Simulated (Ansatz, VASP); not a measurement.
This is a calculation of TaN for VASP 6.6.1.

Contents of INCAR:

```
SYSTEM = TaN
  PREC = Accurate
  ENCUT = 520
  EDIFF = 1E-7
  ISMEAR = -1
  SIGMA = 0.05
  LREAL = .FALSE.
  LASPH = .TRUE.
  NELM = 80
  ALGO = Normal
  ISIF = 2
  LWAVE = .FALSE.
  LCHARG = .FALSE.
  NBANDS = 15
```

File KPOINTS:

```
Automatic mesh
0
G
  10 10 9
  0 0 0
```

Contents of POSCAR:

```
TaN
1.0
    2.9574575207      0.0000000000      0.0000000000
   -1.4787287603      2.5612333435      0.0000000000
    0.0000000000      0.0000000000      2.9020932717
Ta N
1 1
Direct
    0.0000000000      0.0000000000      0.5000000000
    0.6666666667      0.3333333333      0.0000000000
```

Potentials or basis: VASP PAW LDA potentials, release 64 (Ta_pv, N).

The run is started by

```sh
$ cat potpaw_LDA.64/Ta_pv/POTCAR potpaw_LDA.64/N/POTCAR > POTCAR
$ mpirun -np 1 vasp_std > vasp.out
```

Translate it to Ansatz 0.2.0. Potentials there: all-electron LAPW, scalar-relativistic.

As run (the cutoff follows the program's own potentials):

The input input.yaml:

```yaml
crystal:
  lattice:
    - [2.9574575207, 0.0, 0.0]
    - [-1.4787287603, 2.5612333435, 0.0]
    - [0.0, 0.0, 2.9020932717]
  atoms:
    - { symbol: Ta, position: [0.0, 0.0, 0.5] }
    - { symbol: "N", position: [0.6666666667, 0.3333333333, 0.0] }
kpoints:
  mp_grid: { grid: [10, 10, 9] }
scf:
  occupations: { method: fermi_dirac, width: 0.05 }
hamiltonian:
  xc: lda
  pseudopotentials: { kind: all_electron, lapw: { basis_error: 0.001 } }
output:
  forces: true
  stress: true
  eigenvalues: true
```

Potentials or basis: all-electron LAPW, scalar-relativistic.

Run with:

```bash
$ ansatz run input.yaml --threads 1 --pin off --max-ram 3072MiB --backend cpu --events-out ev --progress --plain --runs-dir out
```

Both were run:

|  | VASP | Ansatz | Ansatz less VASP |
| --- | --- | --- | --- |
| gap on the k mesh at the Fermi level (eV) | none | none | - |
| pressure (GPa) | -16.2 | -17.7 | -1.50 |
| largest component of the traceless stress (GPa) | 1.44 | 1.57 | +0.128 |

A gap of «none» marks a metal or a gap that the smearing closes. Ansatz ran all-electron here, so the differences hold the error of VASP's frozen core and of both bases.

Caveats: so large a pressure means that the cell lies far from this level's equilibrium, or that cutoff or potentials fall short (VASP). The runs have no spin-orbit coupling, so splittings on Ta are missing.
